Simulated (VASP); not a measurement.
## InP: accuracy against cost in the plane-wave cutoff and k-mesh

A convergence test on InP: the plane-wave cutoff and k-mesh. The atoms are off their equilibrium sites, so that forces can be compared too. The series runs use PBE. The plane-wave cutoff tried: ENCUT = 150; ENCUT = 190; ENCUT = 230; ENCUT = 260; ENCUT = 290; ENCUT = 330; ENCUT = 410; ENCUT = 510. The k-mesh tried: 2 2 2; 3 3 3; 4 4 4; 5 5 5; 6 6 6; 8 8 8; 10 10 10; 12 12 12. The atoms of the start are displaced at random from the sites of a F-43m cell.

Program: VASP 6.6.1. Level of theory: PBE; plane waves and PAW (In_d, P). Results are calculated unless marked as measured.

The database entry behind the starting cell differs from later determinations by our own check (0.1 to 0.3 % short, probably kX units), so it need not match the best structure at ambient conditions.

### Step 1. The structure

It takes space group P1 (No. 1, triclinic). Conventional cell: a = 4.144 Å, b = 4.144 Å, c = 4.144 Å, α = 60.00°, β = 60.00°, γ = 60.00°. Nearest to In lie 4 P at 2.45 to 2.64 Å. P has 4 In at 2.45 to 2.64 Å nearest. Farther neighbours are not listed.

Coordinates:

```cif
data_structure
_symmetry_space_group_name_H-M 'P1'
_symmetry_Int_Tables_number 1
_cell_length_a 4.1444
_cell_length_b 4.1444
_cell_length_c 4.1444
_cell_angle_alpha 60.000
_cell_angle_beta 60.000
_cell_angle_gamma 60.000
_cell_volume 50.33
loop_
_atom_site_label
_atom_site_type_symbol
_atom_site_symmetry_multiplicity
_atom_site_Wyckoff_symbol
_atom_site_fract_x
_atom_site_fract_y
_atom_site_fract_z
_atom_site_occupancy
In1 In 1 a 0.01257 0.00765 0.98809 1
P1 P 1 a 0.23348 0.25547 0.26518 1
```

### Step 2. Plane-wave cutoff: ENCUT = 150

The basis grows with ENCUT, and energy and stress both move with it. PBE, the usual starting point, adds the gradient of the density.

The input, INCAR:

```
SYSTEM = InP
PREC = Accurate
ENCUT = 150
EDIFF = 1E-06
NELM = 100
ISMEAR = -1
SIGMA = 0.05
LREAL = .FALSE.
ALGO = Normal
GGA = PE
NBANDS = 15
LORBIT = 11
LWAVE = .FALSE.
LCHARG = .FALSE.
KPAR = 2
ISIF = 2
```

The input, POSCAR:

```
InP
1.0
    0.0000000000      2.9305000000      2.9305000000
    2.9305000000      0.0000000000      2.9305000000
    2.9305000000      2.9305000000      0.0000000000
In P
1 1
Direct
    0.0076490000     -0.0083110000     -0.0119070000
    0.2554720000      0.2458670000      0.2651810000
```

The input, KPOINTS:

```
Automatic mesh
0
Gamma
8 8 8
0 0 0
```

Potentials, in the order of the species: In_d and P (PBE family, release 64).

The run is started by

```console
$ mpirun -np 2 vasp_std
```

The program printed:

```text
[banner, memory and clock lines left out]
running    2 mpi-ranks, on    1 nodes
 distrk:  each k-point on    1 cores,    2 groups
 distr:  one band on    1 cores,    1 groups

 POSCAR found type information on POSCAR InP
 POSCAR found :  2 types and       2 ions
 LDA part: xc-table for (Slater+PW92), standard interpolation
 POSCAR, INCAR and KPOINTS ok, starting setup
 FFT: planning ... GRIDC
 FFT: planning ... GRID_SOFT
 FFT: planning ... GRID
 WAVECAR not read
 entering main loop
       N       E                     dE             d eps       ncg     rms          rms(c)
DAV:   1     0.511831775594E+02    0.51183E+02   -0.48394E+03  8846   0.433E+02
DAV:   2    -0.403351094934E+01   -0.55217E+02   -0.54368E+02  9928   0.152E+02
DAV:   3    -0.505297083877E+01   -0.10195E+01   -0.10188E+01  8906   0.229E+01
DAV:   4    -0.505781336572E+01   -0.48425E-02   -0.48423E-02 10397   0.160E+00
DAV:   5    -0.505786356896E+01   -0.50203E-04   -0.50203E-04  8983   0.155E-01    0.122E+01
DAV:   6    -0.420237753367E+01    0.85549E+00   -0.15765E+00  9830   0.186E+01    0.680E+00
DAV:   7    -0.414357994586E+01    0.58798E-01   -0.40981E-01  9956   0.648E+00    0.258E+00
DAV:   8    -0.414128573664E+01    0.22942E-02   -0.35343E-02  8423   0.143E+00    0.809E-01
DAV:   9    -0.414191540174E+01   -0.62967E-03   -0.23494E-03  9501   0.392E-01    0.183E-01
DAV:  10    -0.414194196954E+01   -0.26568E-04   -0.34352E-04  9291   0.110E-01    0.929E-02
DAV:  11    -0.414201754545E+01   -0.75576E-04   -0.69762E-05  9305   0.689E-02    0.177E-02
DAV:  12    -0.414203040987E+01   -0.12864E-04   -0.12057E-05  9550   0.191E-02    0.119E-02
DAV:  13    -0.414203208233E+01   -0.16725E-05   -0.33102E-06  9312   0.114E-02    0.609E-03
DAV:  14    -0.414203240061E+01   -0.31828E-06   -0.14980E-07  5797   0.228E-03
   1 F= -.41420324E+01 E0= -.41420087E+01  d E =-.474935E-04
```

Wall time 37 s (2 MPI ranks of AMD EPYC 7R43, shared host); peak memory 0.21 GiB.

The logs omit lines about the potential files and the build; timing stands in the text.

From OUTCAR (step 2):

```text
ion  position               nearest neighbor table
   1  0.008  0.992  0.988-   2 2.45   2 2.53   2 2.55   2 2.64
   2  0.255  0.246  0.265-   1 2.45   1 2.53   1 2.55   1 2.64

  LATTYP: Found a face centered cubic cell.
 ALAT       =     5.8610000000

 Subroutine GETGRP returns: Found  1 space group operations
 (whereof  1 operations were pure point group operations)

The static configuration has the point symmetry C_1 .

 Found    260 irreducible k-points:

   k-points           NKPTS =    260   k-points in BZ     NKDIM =    260   number of bands    NBANDS=     15

   dimension x,y,z NGX =    18 NGY =   18 NGZ =   18
   dimension x,y,z NGXF=    36 NGYF=   36 NGZF=   36

   ENCUT  =  150.0 eV  11.02 Ry    3.32 a.u.   4.14  4.14  4.14*2*pi/ulx,y,z

   NELECT =      18.0000    total number of electrons

 k-points in reciprocal lattice and weights: Automatic mesh
   0.00000000  0.00000000  0.00000000       0.002
   0.12500000  0.00000000  0.00000000       0.004
   0.00000000  0.12500000  0.00000000       0.004
   0.00000000  0.00000000  0.12500000       0.004
   0.12500000  0.12500000  0.12500000       0.004
   0.25000000  0.00000000  0.00000000       0.004
   0.00000000  0.25000000  0.00000000       0.004
   0.00000000  0.00000000  0.25000000       0.004
   0.25000000  0.25000000  0.25000000       0.004
[...]
0.25000000 -0.25000000  0.50000000       0.004
   0.50000000  0.25000000 -0.25000000       0.004

 average (electrostatic) potential at core
       1 -97.6279       2 -82.9031

 E-fermi :   5.6131

 k-point     1 :       0.0000    0.0000    0.0000
  band No.  band energies     occupation
    ...
      5      -8.7000      2.00000
      6      -6.3471      2.00000
      7       5.0132      1.99999
      8       5.2418      1.99881
      9       5.4228      1.95649
     10       5.7976      0.04870
     11       9.2774      0.00000
     12       9.3520      0.00000
     13       9.5334      0.00000
     14      13.5822      0.00000
    ...

 k-point     2 :       0.1250    0.0000    0.0000
  band No.  band energies     occupation
    ...
      5      -8.8343      2.00000
      6      -6.1793      2.00000
      7       3.6016      2.00000
      8       4.8360      2.00000
      9       5.2031      1.99945
     10       6.7821      0.00000
     11       9.3838      0.00000
     12       9.5817      0.00000
     13       9.8403      0.00000
     14      14.1319      0.00000
    ...

 k-point     3 :       0.0000    0.1250    0.0000
  band No.  band energies     occupation
    ...
      5      -8.8295      2.00000
      6      -6.1787      2.00000
      7       3.5588      2.00000
      8       4.8626      2.00000
      9       5.2130      1.99933
     10       6.7904      0.00000
     11       9.4005      0.00000
     12       9.5663      0.00000
     13       9.8449      0.00000
     14      14.1224      0.00000
    ...

  Total      -44.4316856    -44.3915754    -44.3210224      0.0936835     -0.8781207     -0.6975190
  in kB    -1414.3216800  -1413.0449191  -1410.7991183      2.9820740    -27.9517915    -22.2029901
  external PRESSURE =   -1412.7219058 kB  Pullay stress =       0.0000000 kB

  energy-cutoff  :      150.00
  volume of cell :       50.33
      direct lattice vectors                 reciprocal lattice vectors
     0.000000000  2.930500000  2.930500000    -0.170619348  0.170619348  0.170619348
     2.930500000  0.000000000  2.930500000     0.170619348 -0.170619348  0.170619348
     2.930500000  2.930500000  0.000000000     0.170619348  0.170619348 -0.170619348

 POSITION                                       TOTAL-FORCE (eV/Angst)
 -----------------------------------------------------------------------------------
      5.80175      2.91802      2.92856         0.781132      0.620727     -0.144786
      1.49763      1.52577      1.46917        -0.781132     -0.620727      0.144786
 -----------------------------------------------------------------------------------
    total drift:                                0.000619      0.000231     -0.000101

  FREE ENERGIE OF THE ION-ELECTRON SYSTEM (eV)
  ---------------------------------------------------
  free  energy   TOTEN  =        -4.1420324006 eV

  energy  without entropy=       -4.1419849071  energy(sigma->0) =       -4.14200865

 total charge
# of ion       s       p       d       tot
------------------------------------------
    1        0.828   0.806  10.199  11.832
    2        1.051   1.575   0.000   2.625
--------------------------------------------------
tot          1.878   2.380  10.199  14.458

[... 3 further parts left out ...]
```

The gap is read on the k-mesh alone, so it is an upper bound where the band edges lie off the mesh. Spin-orbit coupling is off here; with elements this heavy it splits and shifts levels by tenths of an eV or more.

This step gave:

```
SCF cycles                     : 14
electrons                      : 18
bands                          : 15
irreducible k-points           : 260
symmetry operations            : 1
free energy (TOTEN)            : -4.142 eV
Fermi energy                   : 5.613 eV
pressure                       : -141.3 GPa
metallic                       : no
valence top at k               : 0, 0, 0
conduction bottom at k         : 0, 0, 0
least direct gap at k          : 0, 0, 0
gap on the k-mesh              : 0.3748 eV
least direct gap on the k-mesh : 0.3748 eV
```

The series starts at -2.0710 eV an atom and -141.27 GPa, after 14 cycles in 37 s.

### Step 3. Plane-wave cutoff: ENCUT = 190

INCAR: that of step 2 with these lines changed.

```diff
@@ -2,3 +2,3 @@
 PREC = Accurate
-ENCUT = 150
+ENCUT = 190
 EDIFF = 1E-06
```

POSCAR is that of step 2.

KPOINTS is that of step 2.

The run is started by

```console
$ mpirun -np 2 vasp_std
```

The program printed:

```text
[... set-up lines as in an earlier step ...]
 entering main loop
       N       E                     dE             d eps       ncg     rms          rms(c)
DAV:   1     0.691272577101E+02    0.69127E+02   -0.51839E+03  8210   0.578E+02
DAV:   2    -0.591239582872E+01   -0.75040E+02   -0.73327E+02  9235   0.190E+02
DAV:   3    -0.852153114523E+01   -0.26091E+01   -0.26053E+01  9802   0.396E+01
DAV:   4    -0.854880747448E+01   -0.27276E-01   -0.27274E-01  9913   0.434E+00
[...]
DAV:  11    -0.809744085254E+01   -0.67706E-04   -0.13411E-04  9137   0.847E-02    0.497E-02
DAV:  12    -0.809744295307E+01   -0.21005E-05   -0.79389E-06  9291   0.270E-02    0.209E-02
DAV:  13    -0.809744321893E+01   -0.26586E-06   -0.87166E-07  7470   0.537E-03
   1 F= -.80974432E+01 E0= -.80974350E+01  d E =-.164616E-04
```

The job ended after 43 s (2 MPI ranks; peak memory 0.25 GiB).

Parts of OUTCAR (step 3):

```text
  Total       -5.1646153     -5.1274875     -5.0609089      0.0950673     -0.8034600     -0.6389873
  in kB     -164.3968090   -163.2149801   -161.0956934      3.0261217    -25.5752364    -20.3398456
  external PRESSURE =    -162.9024941 kB  Pullay stress =       0.0000000 kB

 POSITION                                       TOTAL-FORCE (eV/Angst)
 -----------------------------------------------------------------------------------
      5.80175      2.91802      2.92856         0.729515      0.581921     -0.116691
      1.49763      1.52577      1.46917        -0.729515     -0.581921      0.116691
 -----------------------------------------------------------------------------------
    total drift:                               -0.000497      0.000128     -0.000053

  FREE ENERGIE OF THE ION-ELECTRON SYSTEM (eV)
  ---------------------------------------------------
  free  energy   TOTEN  =        -8.0974432189 eV

  energy  without entropy=       -8.0974267573  energy(sigma->0) =       -8.09743499

[... 1 part as in an earlier step ...]

[... 2 further parts left out ...]
[key lines of the parts left out:]
E-fermi :   5.6416
```

Against the run before the energy moves by -1977.71 meV an atom and the pressure by +124.98 GPa, after 13 cycles in 43 s.

### Step 4. Plane-wave cutoff: ENCUT = 230

INCAR: that of step 3 with these lines changed.

```diff
@@ -2,3 +2,3 @@
 PREC = Accurate
-ENCUT = 190
+ENCUT = 230
 EDIFF = 1E-06
```

POSCAR is that of step 3.

KPOINTS is that of step 3.

The run is started by

```console
$ mpirun -np 2 vasp_std
```

The program printed:

```text
[... set-up lines as in an earlier step ...]
 entering main loop
       N       E                     dE             d eps       ncg     rms          rms(c)
DAV:   1     0.816720428772E+02    0.81672E+02   -0.55488E+03  8045   0.707E+02
DAV:   2    -0.469334485468E+01   -0.86365E+02   -0.83890E+02  8920   0.217E+02
DAV:   3    -0.866076390167E+01   -0.39674E+01   -0.39575E+01  9963   0.515E+01
DAV:   4    -0.872679271163E+01   -0.66029E-01   -0.66019E-01 10239   0.731E+00
[...]
DAV:  10    -0.829982605032E+01   -0.13307E-03   -0.23523E-04 10725   0.181E-01    0.110E-01
DAV:  11    -0.829989535111E+01   -0.69301E-04   -0.11849E-04  9340   0.940E-02    0.433E-02
DAV:  12    -0.829989516783E+01    0.18328E-06   -0.86523E-06  9648   0.315E-02
   1 F= -.82998952E+01 E0= -.82998877E+01  d E =-.150236E-04
```

It took 42 s on 2 MPI ranks; peak memory 0.27 GiB; 82 s of CPU time.

Parts of OUTCAR (step 4):

```text
  Total        0.5239180      0.5607746      0.6267079      0.0915706     -0.7954343     -0.6322841
  in kB       16.6770307     17.8502269     19.9489744      2.9148191    -25.3197666    -20.1264726
  external PRESSURE =      18.1587440 kB  Pullay stress =       0.0000000 kB

 POSITION                                       TOTAL-FORCE (eV/Angst)
 -----------------------------------------------------------------------------------
      5.80175      2.91802      2.92856         0.744351      0.593206     -0.119357
      1.49763      1.52577      1.46917        -0.744351     -0.593206      0.119357
 -----------------------------------------------------------------------------------
    total drift:                               -0.000441      0.000179     -0.000047

  FREE ENERGIE OF THE ION-ELECTRON SYSTEM (eV)
  ---------------------------------------------------
  free  energy   TOTEN  =        -8.2998951678 eV

  energy  without entropy=       -8.2998801443  energy(sigma->0) =       -8.29988766

[... 1 part as in an earlier step ...]

[... 2 further parts left out ...]
[key lines of the parts left out:]
E-fermi :   5.6463
```

Against the run before the energy moves by -101.23 meV an atom and the pressure by +18.11 GPa, after 12 cycles in 42 s.

### Step 5. Plane-wave cutoff: ENCUT = 260

INCAR: that of step 4 with these lines changed.

```diff
@@ -2,3 +2,3 @@
 PREC = Accurate
-ENCUT = 230
+ENCUT = 260
 EDIFF = 1E-06
```

POSCAR is that of step 4.

KPOINTS is that of step 4.

The run is started by

```console
$ mpirun -np 2 vasp_std
```

The program printed:

```text
[... set-up lines as in an earlier step ...]
 entering main loop
       N       E                     dE             d eps       ncg     rms          rms(c)
DAV:   1     0.869763203854E+02    0.86976E+02   -0.58832E+03  7974   0.809E+02
DAV:   2    -0.393216505030E+01   -0.90908E+02   -0.87964E+02  8787   0.231E+02
DAV:   3    -0.865062124343E+01   -0.47185E+01   -0.47037E+01  9900   0.582E+01
DAV:   4    -0.874574021137E+01   -0.95119E-01   -0.95099E-01 10376   0.904E+00
[...]
DAV:  10    -0.831992034106E+01   -0.14209E-03   -0.25369E-04 11504   0.208E-01    0.110E-01
DAV:  11    -0.831999001077E+01   -0.69670E-04   -0.98737E-05  9459   0.898E-02    0.330E-02
DAV:  12    -0.831999076878E+01   -0.75801E-06   -0.95732E-06 10138   0.379E-02
   1 F= -.83199908E+01 E0= -.83199834E+01  d E =-.146430E-04
```

Run time: 63 s. Hardware: 2 MPI ranks; peak memory 0.32 GiB.

Parts of OUTCAR (step 5):

```text
  Total        1.0338677      1.0704411      1.1365953      0.0915269     -0.7963013     -0.6329495
  in kB       32.9094313     34.0736122     36.1793910      2.9134283    -25.3473672    -20.1476541
  external PRESSURE =      34.3874782 kB  Pullay stress =       0.0000000 kB

 POSITION                                       TOTAL-FORCE (eV/Angst)
 -----------------------------------------------------------------------------------
      5.80175      2.91802      2.92856         0.745254      0.593010     -0.120663
      1.49763      1.52577      1.46917        -0.745254     -0.593010      0.120663
 -----------------------------------------------------------------------------------
    total drift:                                0.000495     -0.001734     -0.000288

  FREE ENERGIE OF THE ION-ELECTRON SYSTEM (eV)
  ---------------------------------------------------
  free  energy   TOTEN  =        -8.3199907688 eV

  energy  without entropy=       -8.3199761258  energy(sigma->0) =       -8.31998345

[... 1 part as in an earlier step ...]

[... 2 further parts left out ...]
[key lines of the parts left out:]
E-fermi :   5.6456
```

Against the run before the energy moves by -10.05 meV an atom and the pressure by +1.62 GPa, after 12 cycles in 63 s.

### Step 6. Plane-wave cutoff: ENCUT = 290

INCAR: that of step 5 with these lines changed.

```diff
@@ -2,3 +2,3 @@
 PREC = Accurate
-ENCUT = 260
+ENCUT = 290
 EDIFF = 1E-06
```

POSCAR is that of step 5.

KPOINTS is that of step 5.

The run is started by

```console
$ mpirun -np 2 vasp_std
```

The program printed:

```text
[... set-up lines as in an earlier step ...]
 entering main loop
       N       E                     dE             d eps       ncg     rms          rms(c)
DAV:   1     0.921581237112E+02    0.92158E+02   -0.61489E+03  7918   0.880E+02
DAV:   2    -0.327023432693E+01   -0.95428E+02   -0.92224E+02  8605   0.245E+02
DAV:   3    -0.862770735709E+01   -0.53575E+01   -0.53382E+01 10068   0.637E+01
DAV:   4    -0.874664109371E+01   -0.11893E+00   -0.11891E+00 10167   0.103E+01
[...]
DAV:  11    -0.832096124515E+01   -0.67681E-04   -0.84728E-05  9494   0.827E-02    0.259E-02
DAV:  12    -0.832096318293E+01   -0.19378E-05   -0.11377E-05 10313   0.470E-02    0.138E-02
DAV:  13    -0.832096349292E+01   -0.30998E-06   -0.11060E-06  7852   0.640E-03
   1 F= -.83209635E+01 E0= -.83209562E+01  d E =-.145534E-04
```

Elapsed: 71 s, on 2 MPI ranks; peak memory 0.33 GiB.

Parts of OUTCAR (step 6):

```text
  Total        1.0051316      1.0417335      1.1079589      0.0919816     -0.7969244     -0.6334199
  in kB       31.9947204     33.1598113     35.2678553      2.9279007    -25.3672004    -20.1626268
  external PRESSURE =      33.4741290 kB  Pullay stress =       0.0000000 kB

 POSITION                                       TOTAL-FORCE (eV/Angst)
 -----------------------------------------------------------------------------------
      5.80175      2.91802      2.92856         0.744055      0.592068     -0.120846
      1.49763      1.52577      1.46917        -0.744055     -0.592068      0.120846
 -----------------------------------------------------------------------------------
    total drift:                                0.000443     -0.001765     -0.000286

  FREE ENERGIE OF THE ION-ELECTRON SYSTEM (eV)
  ---------------------------------------------------
  free  energy   TOTEN  =        -8.3209634929 eV

  energy  without entropy=       -8.3209489395  energy(sigma->0) =       -8.32095622

[... 1 part as in an earlier step ...]

[... 2 further parts left out ...]
[key lines of the parts left out:]
E-fermi :   5.6469
```

Against the run before the energy moves by -0.49 meV an atom and the pressure by -0.09 GPa, after 13 cycles in 71 s.

(Part 1 of 3 ends here.)

[Lines on the potential files, build, host, timing and source positions are cut from VASP's logs without a mark.]

[Logs are printed without paths, hosts, clocks, repeated set-up lines and the standing remarks that a program may print on its own settings, such as how far it seeks lower states.]

[Hosts, paths, dates, database ids (printed as entryN), source tags and the programs' standing remarks are cut or masked in the printed files.]

[A measured line is paired with the nearest computed mode of its activity, which favours agreement.]

[In band tables of VASP the shares of atoms and orbitals are scaled to a sum of 1 inside the atoms' spheres.]
